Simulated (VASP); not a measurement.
# NaF (Villiaumite) (Fm-3m) in VASP: settings compared, part 2 of 2

VASP 6.6.1. The steps go on from the part before.

**4. Band structure, HSE03**

POSCAR

```
NaF
1.0
    0.0000000000      2.3200000000      2.3200000000
    2.3200000000      0.0000000000      2.3200000000
    2.3200000000      2.3200000000      0.0000000000
Na F
1 1
Direct
    0.0000000000      0.0000000000      0.0000000000
    0.5000000000      0.5000000000      0.5000000000
```

INCAR.step1

```
SYSTEM = NaF
ALGO = Normal
EDIFF = 1E-5
ENCUT = 520
GGA = PE
ISIF = 2
ISMEAR = 0
KPAR = 4
LASPH = .True.
LCHARG = .False.
LREAL = .False.
LWAVE = .True.
NELM = 60
PREC = Accurate
SIGMA = 0.02
```

INCAR.step2

```
SYSTEM = NaF
ALGO = Normal
EDIFF = 1E-6
ENCUT = 520
GGA = PE
HFSCREEN = 0.3
ISIF = 2
ISMEAR = 0
ISTART = 1
KPAR = 4
LASPH = .True.
LCHARG = .False.
LHFCALC = .True.
LREAL = .False.
LWAVE = .False.
NELM = 60
PREC = Accurate
PRECFOCK = Fast
SIGMA = 0.02
```

KPOINTS

```
k-points
0
Gamma
  8 8 8
  0 0 0
```

KPOINTS_OPT

```
path GXWKGLUWLK,UX
12
line-mode
reciprocal
 0.0000000000  0.0000000000  0.0000000000  G
 0.5000000000  0.0000000000  0.5000000000  X

 0.5000000000  0.0000000000  0.5000000000  X
 0.5000000000  0.2500000000  0.7500000000  W

 0.5000000000  0.2500000000  0.7500000000  W
 0.3750000000  0.3750000000  0.7500000000  K

 0.3750000000  0.3750000000  0.7500000000  K
 0.0000000000  0.0000000000  0.0000000000  G

 0.0000000000  0.0000000000  0.0000000000  G
 0.5000000000  0.5000000000  0.5000000000  L

 0.5000000000  0.5000000000  0.5000000000  L
 0.6250000000  0.2500000000  0.6250000000  U

 0.6250000000  0.2500000000  0.6250000000  U
 0.5000000000  0.2500000000  0.7500000000  W

 0.5000000000  0.2500000000  0.7500000000  W
 0.5000000000  0.5000000000  0.5000000000  L

 0.5000000000  0.5000000000  0.5000000000  L
 0.3750000000  0.3750000000  0.7500000000  K

 0.6250000000  0.2500000000  0.6250000000  U
 0.5000000000  0.0000000000  0.5000000000  X
```

Potentials or basis: VASP PAW PBE potentials, release 64 (Na_pv, F).

Started as:

```
> cat potpaw_PBE.64/Na_pv/POTCAR potpaw_PBE.64/F/POTCAR > POTCAR
> cp INCAR.step1 INCAR
> mpirun -np 4 vasp_std > vasp.out
> cp INCAR.step2 INCAR
> mpirun -np 4 vasp_std > vasp.out
```

OUTCAR:

```text
SYSTEM = NaF
   EDIFF = 1E-6
   ENCUT = 520
   GGA = PE
   HFSCREEN = 0.3
   ISIF = 2
   ISMEAR = 0
   ISTART = 1
   LASPH = .True.
   LHFCALC = .True.
   LREAL = .False.
   NELM = 60
   PREC = Accurate
   PRECFOCK = Fast

 ion  position               nearest neighbor table
   1  0.000  0.000  0.000-   2 2.32   2 2.32   2 2.32   2 2.32   2 2.32   2 2.32
   2  0.500  0.500  0.500-   1 2.32   1 2.32   1 2.32   1 2.32   1 2.32   1 2.32

  LATTYP: Found a face centered cubic cell.
 ALAT       =     4.6400000000

  Lattice vectors:

 A1 = (   0.0000000000,   2.3200000000,   2.3200000000)
 A2 = (   2.3200000000,   0.0000000000,   2.3200000000)
 A3 = (   2.3200000000,   2.3200000000,   0.0000000000)

Analysis of symmetry for initial positions (statically):
=====================================================================
 Subroutine PRICEL returns:
 Original cell was already a primitive cell.

 Routine SETGRP: Setting up the symmetry group for a
 face centered cubic supercell.

 Subroutine GETGRP returns: Found 48 space group operations
 (whereof 48 operations were pure point group operations)
 out of a pool of 48 trial point group operations.

The static configuration has the point symmetry O_h .

Analysis of symmetry for dynamics (positions and initial velocities):
=====================================================================
 Subroutine PRICEL returns:
 Original cell was already a primitive cell.

 Routine SETGRP: Setting up the symmetry group for a
 face centered cubic supercell.

 Subroutine GETGRP returns: Found 48 space group operations
 (whereof 48 operations were pure point group operations)
 out of a pool of 48 trial point group operations.

The dynamic configuration has the point symmetry O_h .

 Subroutine INISYM returns: Found 48 space group operations
 (whereof 48 operations are pure point group operations),
 and found     1 'primitive' translations

----------------------------------------------------------------------------------------

                                     Primitive cell

  volume of cell :      24.9743

  direct lattice vectors                    reciprocal lattice vectors
     0.000000000  2.320000000  2.320000000    -0.215517241  0.215517241  0.215517241
     2.320000000  0.000000000  2.320000000     0.215517241 -0.215517241  0.215517241
     2.320000000  2.320000000  0.000000000     0.215517241  0.215517241 -0.215517241

  length of vectors
     3.280975465  3.280975465  3.280975465     0.373286812  0.373286812  0.373286812

  position of ions in fractional coordinates (direct lattice)
     0.000000000  0.000000000  0.000000000
     0.500000000  0.500000000  0.500000000

  ion indices of the primitive-cell ions
   primitive index   ion index
                 1           1
                 2           2

----------------------------------------------------------------------------------------

 KPOINTS: k-points

Automatic generation of k-mesh.
 Grid dimensions read from file:
 generate k-points for:    8    8    8
[... 48 lines left out ...]
   total plane-waves  NPLWV =  13824
   dimension x,y,z NGX =    24 NGY =   24 NGZ =   24
   dimension x,y,z NGXF=    48 NGYF=   48 NGZF=   48
   ions per type =               1   1
   NGX,Y,Z   is equivalent  to a cutoff of  12.16, 12.16, 12.16 a.u.
   NGXF,Y,Z  is equivalent  to a cutoff of  24.32, 24.32, 24.32 a.u.
 SYSTEM =  NaF
   PREC   = accura    normal or accurate (medium, high low for compatibility)
   ISTART =      1    job   : 0-new  1-cont  2-samecut
   ICHARG =      0    charge: 1-file 2-atom 10-const
   ISPIN  =      1    spin polarized calculation?
   LNONCOLLINEAR =      F non collinear calculations
   LSORBIT =      F    spin-orbit coupling
   LASPH  =      T    aspherical Exc in radial PAW
   ENCUT  =  520.0 eV  38.22 Ry    6.18 a.u.   6.10  6.10  6.10*2*pi/ulx,y,z
   NELM   =     60;   NELMIN=  2; NELMDL=  0     # of ELM steps
   EDIFF  = 0.1E-05   stopping-criterion for ELM
   LREAL  =      F    real-space projection
   EDIFFG = 0.1E-04   stopping-criterion for IOM
   NSW    =      0    number of steps for IOM
   IBRION =     -1    ionic relax: 0-MD 1-quasi-New 2-CG
   NFREE  =      0    steps in history (QN), initial steepest desc. (CG)
   ISIF   =      2    stress and relaxation
   ISYM   =      3    0-nonsym 1-usesym 2-fastsym
   POTIM  = 0.5000    time-step for ionic-motion
   TEBEG  =    0.0;   TEEND  =   0.0 temperature during run
   PSTRESS=    0.0 pullay stress
   NELECT =      14.0000    total number of electrons
   NUPDOWN=      -1.0000    fix difference up-down
   EMIN   =  10.00;   EMAX   =-10.00  energy-range for DOS
   EFERMI =   0.00;   METHOD = LEGACY
   ISMEAR =     0;   SIGMA  =   0.02  broadening in eV -4-tet -1-fermi 0-gaus
   EFERMI_NEDOS =   21; number of points for ismear=-14 and -15
   IALGO  =     38    algorithm
   IMIX   =      1    mixing-type and parameters
     AMIX     =   0.40;   BMIX     =  1.00
     AMIX_MAG =   1.60;   BMIX_MAG =  1.00
  volume/ion in A,a.u.               =      12.49        84.27
  Fermi-wavevector in a.u.,A,eV,Ry     =   1.349852  2.550851 24.791186  1.822101
  Thomas-Fermi vector in A             =   2.477405
   LORBIT       =      0    0 simple, 1 ext, 2 COOP (PROOUT), +10 PAW based schemes
   GGA     = PE    functional components
   LHFCALC =     T    Hartree Fock is set to
   PRECFOCK=fast      Normal, Fast or Accurate (Low or Medium for compatibility)
   ENCUT4O =  -1.0   cutoff for four orbital integrals eV
   NKREDX  =     1    reduce k-point grid by
   NKREDY  =     1    reduce k-point grid by
   NKREDZ  =     1    reduce k-point grid by
   AEXX    =    0.2500 exact exchange contribution
   HFSCREEN=    0.3000 screening length (either q_TF or 0.3 A-1)
   HFSCREENC=   0.3000 screening length for correlation (either q_TF or 0.3 A-1)
   ENCUTFOCK=  -1.0 apply spherical cutoff to Coloumb kernel
   IVDW    =     0    specifies the selected vdW correction
   LEPSILON=     F    determine dielectric tensor
   LRPA    =     F    only Hartree local field effects (RPA)
 non-spin polarized calculation
 Gauss-broadening in eV      SIGMA  =   0.02
  energy-cutoff  :      520.00
  volume of cell :       24.97
 maximum number of plane-waves:       692
  NGX = 14; NGY = 14; NGZ = 14

 number of electron      13.9999982 magnetization

 Free energy of the ion-electron system (eV)
  ---------------------------------------------------
  ext. energy  EPLUGINS =         0.00000000
  ---------------------------------------------------
  free energy    TOTEN  =       -10.12200542 eV

  energy without entropy =      -10.12200542  energy(sigma->0) =      -10.12200542

 E-fermi :  -3.5101     XC(G=0):  -7.6425

 val. band max:       -3.6132738312   @ k =   0.0000   0.0000   0.0000
 cond. band min:       4.5332291108   @ k =   0.0000   0.0000   0.0000
 fundamental gap:      8.1465029420
 Fermi energy:        -3.5101473360

 k-point     1 :       0.0000    0.0000    0.0000
  band No.  band energies     occupation
      1     -24.3134      2.00000
      2     -23.9800      2.00000
      3     -23.9800      2.00000
      4     -23.9800      2.00000
      5      -3.6134      2.00000
      6      -3.6134      2.00000
      7      -3.6133      2.00000
      8       4.5332      0.00000
      9      17.4058      0.00000
     10      17.4058      0.00000
     11      17.4058      0.00000
[... 309 lines left out ...]
 k-point    24 :      -0.3750    0.2500    0.1250
  band No.  band energies     occupation
      1     -24.7340      2.00000
      2     -24.0298      2.00000
      3     -24.0081      2.00000
      4     -23.3854      2.00000
      5      -4.9330      2.00000
      6      -4.2021      2.00000
      7      -3.9611      2.00000
      8      10.1018      0.00000
      9      11.1088      0.00000
     10      15.5674      0.00000
     11      17.5165      0.00000

 [... further k-points ...]

------------------------ aborting loop because EDIFF is reached ----------------------------------------

  FORCE on cell =-STRESS in cart. coord.  units (eV):
  Direction    XX          YY          ZZ          XY          YZ          ZX
  --------------------------------------------------------------------------------------
  -------------------------------------------------------------------------------------
  Total        0.0071812      0.0071812      0.0071812      0.0000000     -0.0000000     -0.0000000
  in kB        0.4606939      0.4606939      0.4606939      0.0000000     -0.0000000     -0.0000000
  external PRESSURE =       0.4606939 kB  Pullay stress =       0.0000000 kB

 VOLUME and BASIS-vectors are now :
 -----------------------------------------------------------------------------
  energy-cutoff  :      520.00
  volume of cell :       24.97
      direct lattice vectors                 reciprocal lattice vectors
     0.000000000  2.320000000  2.320000000    -0.215517241  0.215517241  0.215517241
     2.320000000  0.000000000  2.320000000     0.215517241 -0.215517241  0.215517241
     2.320000000  2.320000000  0.000000000     0.215517241  0.215517241 -0.215517241

 POSITION                                       TOTAL-FORCE (eV/Angst)
 -----------------------------------------------------------------------------------
      0.00000      0.00000      0.00000         0.000000      0.000000      0.000000
      2.32000      2.32000      2.32000        -0.000000     -0.000000     -0.000000
 -----------------------------------------------------------------------------------
    total drift:                                0.000000      0.000000      0.000000

  FREE ENERGIE OF THE ION-ELECTRON SYSTEM (eV)
  ---------------------------------------------------
  free  energy   TOTEN  =       -10.1220054248 eV

  energy  without entropy=      -10.1220054248  energy(sigma->0) =      -10.12200542
```

Wall time 7.5 min (4 MPI ranks of Intel Xeon 6975P-C (Granite Rapids), shared host); peak memory 0.33 GiB.

What came out:

| Quantity | Value |
| --- | --- |
| Free energy | -10.1220 eV |
| Pressure | 0.0 GPa |
| Band gap on the k mesh | 8.15 eV, direct |
| Band gap along the path | 8.15 eV, direct |

Levels at the corners of the path, in eV from the valence-band top:
| point | band 4 | band 5 | band 6 | band 7 | band 8 | band 9 | band 10 | band 11 |
| --- | --- | --- | --- | --- | --- | --- | --- | --- |
| Γ | -20.37 | 0.00 | 0.00 | 0.00 | 8.15 | 21.02 | 21.02 | 21.02 |
| X | -20.42 | -1.30 | -0.42 | -0.42 | 15.17 | 15.19 | 15.63 | 22.00 |
| X | -20.42 | -1.30 | -0.42 | -0.42 | 15.17 | 15.19 | 15.63 | 22.00 |
| W | -19.94 | -0.89 | -0.89 | -0.58 | 15.19 | 15.19 | 17.28 | 19.00 |
| W | -19.94 | -0.89 | -0.89 | -0.58 | 15.19 | 15.19 | 17.28 | 19.00 |
| K | -19.96 | -1.08 | -0.84 | -0.38 | 14.77 | 15.23 | 16.76 | 21.50 |
| K | -19.96 | -1.08 | -0.84 | -0.38 | 14.77 | 15.23 | 16.76 | 21.51 |
| Γ | -20.37 | 0.00 | 0.00 | 0.00 | 8.15 | 21.02 | 21.02 | 21.02 |
| Γ | -20.37 | 0.00 | 0.00 | 0.00 | 8.15 | 21.02 | 21.02 | 21.02 |
| L | -19.63 | -1.60 | -0.26 | -0.26 | 12.68 | 14.49 | 22.19 | 22.19 |
| L | -19.63 | -1.60 | -0.26 | -0.26 | 12.68 | 14.49 | 22.19 | 22.19 |
| U | -19.96 | -1.08 | -0.84 | -0.38 | 14.77 | 15.23 | 16.76 | 21.50 |
| U | -19.96 | -1.08 | -0.84 | -0.38 | 14.77 | 15.23 | 16.76 | 21.50 |
| W | -19.94 | -0.89 | -0.89 | -0.58 | 15.19 | 15.19 | 17.28 | 19.00 |
| W | -19.94 | -0.89 | -0.89 | -0.58 | 15.19 | 15.19 | 17.28 | 19.00 |
| L | -19.63 | -1.60 | -0.26 | -0.26 | 12.68 | 14.49 | 22.19 | 22.19 |
| L | -19.63 | -1.60 | -0.26 | -0.26 | 12.68 | 14.49 | 22.19 | 22.19 |
| K | -19.96 | -1.08 | -0.84 | -0.38 | 14.77 | 15.23 | 16.76 | 21.50 |
| U | -19.96 | -1.08 | -0.84 | -0.38 | 14.77 | 15.23 | 16.76 | 21.50 |
| X | -20.42 | -1.30 | -0.42 | -0.42 | 15.17 | 15.19 | 15.63 | 22.00 |

Caveat: the PAW data sets were made with another functional, which shifts forces and pressure a little.

**5. Band structure, PBE0**

POSCAR is that of step 4.

INCAR.step1 is that of step 4.

Changes to INCAR.step2 since step 4:

```diff
@@ -1,2 +1,3 @@
 SYSTEM = NaF
+AEXX = 0.25
 ALGO = Normal
@@ -5,3 +6,3 @@
 GGA = PE
-HFSCREEN = 0.3
+HFRCUT = -1
 ISIF = 2
```

KPOINTS is that of step 4.

KPOINTS_OPT is that of step 4.

Started as:

```
> cat potpaw_PBE.64/Na_pv/POTCAR potpaw_PBE.64/F/POTCAR > POTCAR
> cp INCAR.step1 INCAR
> mpirun -np 4 vasp_std > vasp.out
> cp INCAR.step2 INCAR
> mpirun -np 4 vasp_std > vasp.out
```

Run time: 6.8 min. Hardware: 4 MPI ranks of Intel Xeon 6975P-C (Granite Rapids), shared host; peak memory 0.24 GiB.

The run converged. Its results:

* Free energy: -10.8335 eV
* Pressure: 0.0 GPa
* Band gap on the k mesh: 9.20 eV, direct
* Band gap along the path: 9.20 eV, direct

Levels at the corners of the path, in eV from the valence-band top:
| point | band 4 | band 5 | band 6 | band 7 | band 8 | band 9 | band 10 | band 11 |
| --- | --- | --- | --- | --- | --- | --- | --- | --- |
| Γ | -20.39 | 0.00 | 0.00 | 0.00 | 9.20 | 22.11 | 22.11 | 22.11 |
| X | -20.44 | -1.33 | -0.43 | -0.43 | 16.23 | 16.26 | 16.73 | 23.11 |
| X | -20.44 | -1.33 | -0.43 | -0.43 | 16.23 | 16.26 | 16.73 | 23.11 |
| W | -19.96 | -0.91 | -0.91 | -0.60 | 16.26 | 16.26 | 18.39 | 20.10 |
| W | -19.96 | -0.91 | -0.91 | -0.60 | 16.26 | 16.26 | 18.39 | 20.10 |
| K | -19.98 | -1.10 | -0.86 | -0.39 | 15.83 | 16.31 | 17.87 | 22.61 |
| K | -19.98 | -1.10 | -0.86 | -0.39 | 15.83 | 16.31 | 17.87 | 22.61 |
| Γ | -20.39 | 0.00 | 0.00 | 0.00 | 9.20 | 22.11 | 22.11 | 22.11 |
| Γ | -20.39 | 0.00 | 0.00 | 0.00 | 9.20 | 22.11 | 22.11 | 22.11 |
| L | -19.65 | -1.63 | -0.27 | -0.27 | 13.74 | 15.59 | 23.30 | 23.30 |
| L | -19.65 | -1.63 | -0.27 | -0.27 | 13.74 | 15.59 | 23.30 | 23.30 |
| U | -19.98 | -1.10 | -0.86 | -0.39 | 15.83 | 16.31 | 17.87 | 22.61 |
| U | -19.98 | -1.10 | -0.86 | -0.39 | 15.83 | 16.31 | 17.87 | 22.61 |
| W | -19.96 | -0.91 | -0.91 | -0.60 | 16.26 | 16.26 | 18.39 | 20.10 |
| W | -19.96 | -0.91 | -0.91 | -0.60 | 16.26 | 16.26 | 18.39 | 20.10 |
| L | -19.65 | -1.63 | -0.27 | -0.27 | 13.74 | 15.59 | 23.30 | 23.30 |
| L | -19.65 | -1.63 | -0.27 | -0.27 | 13.74 | 15.59 | 23.30 | 23.30 |
| K | -19.98 | -1.10 | -0.86 | -0.39 | 15.83 | 16.31 | 17.87 | 22.61 |
| U | -19.98 | -1.10 | -0.86 | -0.39 | 15.83 | 16.31 | 17.87 | 22.61 |
| X | -20.44 | -1.33 | -0.43 | -0.43 | 16.23 | 16.26 | 16.73 | 23.11 |

Caveat: the PAW data sets were made with another functional, which shifts forces and pressure a little.

**6. For comparison**

An earlier run on the cell as given: functional PBEsol; potentials or basis VASP PAW PBE potentials, release 64 (Na_pv, F); cutoff 520 eV; k mesh 10 × 10 × 10; occupations fermi-dirac, width 0.05 eV; no spin polarisation.

* Pressure: -0.3 GPa
* Band gap on the k mesh: 6.14 eV, direct

**7. Summary**

| task | level | potentials or basis | k mesh | cutoff (eV) | smearing | GW scheme | GW iterations | cutoff of the response function | frequency points | empty bands | gap on the mesh (eV) | pressure (GPa) |
| --- | --- | --- | --- | --- | --- | --- | --- | --- | --- | --- | --- | --- |
| G0W0 quasiparticle levels | LDA | VASP PAW LDA potentials, release 64 (Na_sv_GW, F_GW) | 6 × 6 × 6 | 500 | gaussian 0.01 eV | G0W0 | 1 | 200 | 50 | 160 | - | - |
| band structure | HSE06 | VASP PAW PBE potentials, release 64 (Na_pv, F) | 8 × 8 × 8 | 520 | gaussian 0.02 eV | - | - | - | - | - | 8.45 | 0.0 |
| band structure | HSE03 | VASP PAW PBE potentials, release 64 (Na_pv, F) | 8 × 8 × 8 | 520 | gaussian 0.02 eV | - | - | - | - | - | 8.15 | 0.0 |
| band structure | PBE0 | VASP PAW PBE potentials, release 64 (Na_pv, F) | 8 × 8 × 8 | 520 | gaussian 0.02 eV | - | - | - | - | - | 9.20 | 0.0 |
| single point | PBEsol | VASP PAW PBE potentials, release 64 (Na_pv, F) | 10 × 10 × 10 | 520 | fermi-dirac 0.05 eV | - | - | - | - | - | 6.14 | -0.3 |

Alike in all rows: no spin polarisation; cell as given.

Caveats: the PAW data sets were made with another functional, which shifts forces and pressure a little (some runs); the cutoff is under 1.25 times the usual one of these potentials, so pressure, stress and relaxed cells hold a basis-set (Pulay) error (some runs); bands, screening cutoff and mesh are small and nothing is extrapolated, so the quasiparticle values aren't converged (some runs).

Absolute energies hang on the potentials; compare differences alone.
